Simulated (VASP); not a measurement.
# Settings for Mg: electron localisation function

Mg, P6_3/mmc (no. 194), 2 atoms in the cell. R2SCAN, electron localisation function; PAW potentials Mg (PBE set). VASP 6.6.1.

Wanted: ELF midway between neighbours within 0.01; largest ELF farther than 0.7 Å from a nucleus within 0.02.

ELF midway between neighbours: taken midway between the nearest atoms of each pair of elements, bonded or not: Mg-Mg (3.20 Å). Largest ELF farther than 0.7 Å from a nucleus: the largest value farther than 0.7 Å from every nucleus, which can lie in a semicore shell.

POSCAR:
```
Mg
1.0
    3.2093000000      0.0000000000      0.0000000000
   -1.6046500000      2.7793353284      0.0000000000
    0.0000000000      0.0000000000      5.2103000000
Mg
2
Direct
    0.6666666667      0.3333333333      0.7500000000
    0.3333333333      0.6666666667      0.2500000000
```

The series start from Cutoff ENCUT (eV): 500; k mesh: 7 × 7 × 4; PREC: Accurate; SCF threshold EDIFF (eV): 1e-6; LREAL: no. Each series keeps the choices made before it, and each single choice may use up half of a tolerance.

## Cutoff ENCUT (eV)

| Cutoff ENCUT (eV) | ELF midway between neighbours, largest deviation | Largest ELF farther than 0.7 Å from a nucleus | SCF iterations | Time (s) |
|---|---|---|---|---|
| 250 | 0.002 | 0.668 | 15 | 8.6 |
| 300 | 0.001 | 0.664 | 15 | 9.7 |
| 350 | 0.000 | 0.662 | 15 | 11 |
| 400 | 0.002 | 0.664 | 15 | 12 |
| 500 | 0.001 | 0.663 | 15 | 15 |
| 600 | 0.000 | 0.664 | 15 | 20 |
| 750 (reference) | 0.000 | 0.665 | 14 | 21 |

Chosen: 250, the loosest value from which every tighter one stays within half of the tolerance.

## k mesh

| k mesh | ELF midway between neighbours, largest deviation | Largest ELF farther than 0.7 Å from a nucleus | SCF iterations | Time (s) |
|---|---|---|---|---|
| 3 × 3 × 2 | 0.055 | 0.748 | 14 | 5.0 |
| 4 × 4 × 3 | 0.006 | 0.712 | 15 | 5.7 |
| 6 × 6 × 3 | 0.005 | 0.702 | 15 | 6.7 |
| 7 × 7 × 4 | 0.003 | 0.668 | 15 | 8.6 |
| 9 × 9 × 5 | 0.000 | 0.718 | 15 | 13 |
| 11 × 11 × 6 | 0.007 | 0.725 | 15 | 22 |
| 14 × 14 × 8 (reference) | 0.000 | 0.713 | 14 | 32 |

Chosen: 14 × 14 × 8; the next looser run is off by more than half of the tolerance, so convergence isn't shown beyond this value.

## PREC

| PREC | ELF midway between neighbours, largest deviation | Largest ELF farther than 0.7 Å from a nucleus | SCF iterations | Time (s) |
|---|---|---|---|---|
| Normal | 0.000 | 0.714 | 14 | 20 |
| Accurate (reference) | 0.000 | 0.713 | 14 | 32 |

Chosen: Normal.

## SCF threshold EDIFF (eV)

| SCF threshold EDIFF (eV) | ELF midway between neighbours, largest deviation | Largest ELF farther than 0.7 Å from a nucleus | SCF iterations | Time (s) |
|---|---|---|---|---|
| 0.001 | 0.000 | 0.717 | 9 | 11 |
| 0.0001 | 0.000 | 0.713 | 11 | 12 |
| 1e-5 | 0.000 | 0.713 | 12 | 14 |
| 1e-6 | 0.000 | 0.714 | 14 | 20 |
| 1e-7 (reference) | 0.000 | 0.714 | 14 | 15 |

Chosen: 0.001.

## LREAL

| LREAL | ELF midway between neighbours, largest deviation | Largest ELF farther than 0.7 Å from a nucleus | SCF iterations | Time (s) |
|---|---|---|---|---|
| no | 0.000 | 0.717 | 9 | 11 |
| Auto | 0.000 | 0.717 | 9 | 12 |

Chosen: no; no other choice that stays within half of the tolerance saves 30 % of the time.

## All choices together

| Input | ELF midway between neighbours, largest deviation | Largest ELF farther than 0.7 Å from a nucleus | Time (s) |
|---|---|---|---|
| program defaults, k points 0.5 per Å apart (naive) | 0.027 | 0.739 | 1.5 |
| chosen settings | 0.003 | 0.717 | 11 |
| reference settings throughout | 0.000 | 0.711 | 102 |

The chosen settings stay within the tolerance of the reference run, but the reference itself isn't shown to be converged in: k mesh.

Values of the reference run: ELF midway between neighbours: 0.6065.

## The input

INCAR:
```
SYSTEM = Mg
PREC     = Normal         ! precision mode
ENCUT    = 250            ! plane-wave cutoff, eV
EDIFF    = 0.001          ! SCF threshold, eV
ISMEAR   = 0              ! smearing method
SIGMA    = 0.05           ! smearing width, eV
LASPH    = .TRUE.         ! aspherical terms in the spheres
LREAL    = .FALSE.        ! projectors in reciprocal space
ALGO     = Normal         ! electronic algorithm
NELM     = 120            ! most SCF steps
LWAVE    = .FALSE.        ! write WAVECAR
LCHARG   = .FALSE.        ! write CHGCAR
NBANDS   = 9              ! bands
METAGGA  = R2SCAN         ! meta-GGA
LMIXTAU  = .TRUE.       
LELF     = .TRUE.         ! ELF
NPAR     = 1             
```

KPOINTS:
```
Automatic mesh
0
Gamma
  14 14 8
  0 0 0
```

Commands:
```
cat potpaw_PBE.64/Mg/POTCAR > POTCAR
mpirun -np 2 vasp_std > vasp.out
```

The chosen input took VASP 6.6.1 11 s on 2 cores (Intel Xeon Platinum 8375C @ 2.90GHz (Ice Lake)), a shared host.
